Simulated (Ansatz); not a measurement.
The system is CuI (Marshite).

```
I Cu
1.0
     0.00000    3.03150    3.03150
     3.03150    0.00000    3.03150
     3.03150    3.03150    0.00000
I Cu
1 1
Direct
  0.00000 0.00000 0.00000
  0.75000 0.75000 0.75000
```

* Program: Ansatz 0.2.0
* Task: single point
* Functional: PBE
* Potentials or basis: all-electron LAPW, scalar-relativistic
* Cutoff: 283 eV (chosen from the basis error)
* Basis error allowed: 0.001 eV/atom
* k mesh: 8 × 8 × 8
* Occupations: fermi-dirac, width 0.05 eV
* Spin: no spin polarisation

On this cell: pressure 0.3 GPa; largest force zero by symmetry; band gap on the k mesh 1.12 eV, direct.

The same run follows on a disturbed copy (atoms moved at random, drawn with an rms of 0.05 Å):

```xyz
2
Lattice="0.0000 3.0315 3.0315 3.0315 0.0000 3.0315 3.0315 3.0315 0.0000" Properties=species:S:1:pos:R:3 pbc="T T T"
I     0.0320   -0.0031    0.0066
Cu    4.5441    4.5463    4.6178
```

Task: What changes?

Result: The energy moves by +3.3 meV/atom; pressure 0.4 GPa; largest force 0.181 eV/Å; band gap on the k mesh 1.11 eV, direct.

Forces in eV/Å, atoms in the order of the input:
```
I   -0.087 -0.022  0.157
Cu   0.087  0.022 -0.157
```

Stress tensor (GPa, compression positive):
```
 0.43  0.60 -0.08
 0.60  0.45 -0.33
-0.08 -0.33  0.40
```

Caveats: spin-orbit coupling is left out, which moves the levels of the heavy elements.

